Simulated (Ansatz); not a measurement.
**SiO₂: pressure against volume, fitted**

```
CELL_PARAMETERS angstrom
4.18010 0.00000 0.00000
0.00000 4.18010 0.00000
0.00000 0.00000 2.66780
ATOMIC_POSITIONS crystal
Si 0.00000 0.00000 0.00000
Si 0.50000 0.50000 0.50000
O 0.30670 0.30670 0.00000
O 0.19330 0.80670 0.50000
O 0.69330 0.69330 0.00000
O 0.80670 0.19330 0.50000
```

Atoms are numbered in the order listed.

The cell is COD entry 9001276, as deposited and not checked against the literature; nothing was relaxed.

These are results of DFT, PBEsol, all-electron LAPW, scalar-relativistic in Ansatz 0.2.0, not measurements.

Numerical set-up: a Γ-centred 6×6×9 k mesh, Fermi–Dirac smearing of 0.03 eV, basis error target 1 meV/atom, no spin polarisation.

The cell is scaled evenly. Fractional coordinates are held (clamped ions).

```tsv
V (Å³/atom)	P (GPa)
7.303	27.22
7.614	10.89
7.691	7.30
7.769	3.89
7.847	0.65
7.925	-2.42
8.080	-8.12
8.235	-13.27
```

(1) Fit a third-order Birch–Murnaghan curve to the pressures.

(2) Predict the pressure at the withheld volume, 7.458 Å³/atom.

## Answers

(1) P = (3B0/2)(y^(7/2) − y^(5/2))[1 + (3/4)(B0′ − 4)(y − 1)] with y = (V0/V)^(2/3) fits within 0.01 GPa for V0 = 7.863 Å³/atom, B0 = 315.9 GPa and B0′ = 4.16.

(2) There y = 1.0359, so the fit gives 18.63 GPa; the run gave 18.64 GPa.
